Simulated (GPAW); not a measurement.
Runs of GPAW 26.7.0 on InP. Symmetry: F-43m, No. 216, cubic system. Conventional cell: a = 5.861 Å, b = 5.861 Å, c = 5.861 Å, α = 90.00°, β = 90.00°, γ = 90.00°. Around In (site symmetry -43m) lie 4 P at 2.54 Å. P (site symmetry -43m) has 4 In at 2.54 Å as nearest neighbours. 

```csv
task,level,potentials or basis,cell,k mesh,cutoff (eV),smearing,maxiter,convergence,displacement,relaxed first,supercell,grid spacing,mesh quality,gap on the mesh (eV),pressure (GPa)
electron localisation function,PBEsol,"PAW data sets generated in the run's folder for this functional, pw",as given,5 × 5 × 5,510,fermi-dirac 0.01 eV,150,-,-,-,-,-,coarse,0.60,(a)
single point,LDA,"the program's PAW data sets (release 1.2.1) made for this functional, pw",as given,6 × 6 × 6,500,fermi-dirac 0.05 eV,80,-,-,-,-,-,not flagged,0.47,-1.9
Born charges,PBEsol+D4,"PAW data sets generated in the run's folder for this functional, pw",atoms relaxed,5 × 5 × 5,510,fermi-dirac 0.01 eV,150,density=1e-06 eigenstates=1e-09,0.02,ions,-,-,coarse,0.60,-1.1
single point,HSE06,"GPAW PAW data sets (gpaw-data 1.2.1), pw",as given,4 × 4 × 4,450,fermi-dirac 0.05 eV,60,-,-,-,-,-,coarse,1.46,-
single point,PBE0-1/3,"GPAW PAW data sets (gpaw-data 1.2.1), pw",as given,3 × 3 × 3,450,fermi-dirac 0.05 eV,60,-,-,-,-,-,coarse,(b),-
phonons,RPBE,"the program's PAW data sets (release 1.2.1) made for this functional, lcao:dzp",atoms relaxed,8 × 8 × 8,-,fermi-dirac 0.05 eV,150,density=1e-06,0.01,ions,1 × 1 × 1,0.16 Å,not flagged,0.88,-
```

Alike in all rows: no spin polarisation.

Q: Estimate the missing entries.

A: (a) 0.1; (b) 2.85.

Caveats: some runs use coarse meshes; spin-orbit coupling is left out, which moves the levels of the heavy elements; the cutoff is short for stress and forces, so pressures can be off by a GPa or more (some runs); the LO-TO splitting is left out (some runs); exact exchange converges slowly with the k mesh, and this mesh is small (some runs); the PAW data sets were made with another functional, which shifts forces and pressure a little (some runs); the basis of atomic orbitals isn't converged, which shifts pressures, moduli and gaps (some runs).

A k mesh can miss the band edges, and the runs leave out spin-orbit coupling on In.

Runs at the PBE level aren't shown here.
